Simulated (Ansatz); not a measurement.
**A vibration from a frozen displacement in WSe$_{2}$**

Computed with DFT PBE, scalar-relativistic, plane waves, PAW in Ansatz. The runs took a 420 eV cutoff, a Γ-centred 12×12×1 mesh and Gaussian smearing (0.05 eV). Spin–orbit coupling is left out, which matters for the heavy elements here. No spin polarisation. Energies are free energies at this smearing, counted from the undisturbed cell; pressure is positive in compression.

The starting cell (relaxed at this level; this form isn't the usual structure):

```
W Se
1.0
     3.32061    0.00000    0.00000
    -1.66030    2.87573    0.00000
     0.00000    0.00000   31.02097
W Se
3 6
Direct
  0.66667 0.33333 0.00000
  0.33333 0.66667 0.75435
  0.33333 0.66667 0.24565
  0.33333 0.66667 0.05410
  0.66667 0.33333 0.80845
  0.66667 0.33333 0.29975
  0.33333 0.66667 0.94590
  0.66667 0.33333 0.70025
  0.66667 0.33333 0.19155
```

The cell holds layers and no dispersion correction was added, so their binding is poorly described.

Every W atom is moved by x along the Cartesian unit vector (0.000, -0.752, 0.659); the cell and all other atoms stay fixed. The cell's volume is 296.22 Å³; the moved atoms weigh 551.520 u together and the others 473.826 u.

```
  x (Å)  ΔE (meV/cell) total force on the moved atoms along the move (eV/Å) pressure (GPa)
-0.1000         333.86                                                6.7027          0.4052
-0.0500          83.21                                                3.3321          0.1001
 0.0000           0.00                                                0.0000         -0.0009
 0.0250          20.76                                               -1.6605          0.0243
 0.0750         186.87                                               -4.9862          0.2250
```

**Question.** What frequency belongs to this motion?

**Answer.** The force constant is k = −dF/dx = 66.495 eV/Å², from the parabola through x = -0.0500, 0 and 0.0250. In every cell the moved atoms swing against the rest, so the mass is μ = m₁m₂/(m₁ + m₂) = 254.865 u, and ν̃ = 521.5 cm⁻¹ × √(|k|/μ) = 266 cm⁻¹. The pattern needn't be a normal mode: ν̃² is then a weighted mean of the squared nonzero frequencies at the zone centre of this cell, taken without macroscopic field, so it lies between the lowest and the highest of them.

**Question.** How far does the harmonic law reach?

**Answer.** At x = -0.100 Å, kx²/2 = 332.47 meV against the computed 333.86 meV (+0.4 %): the well is still close to harmonic there.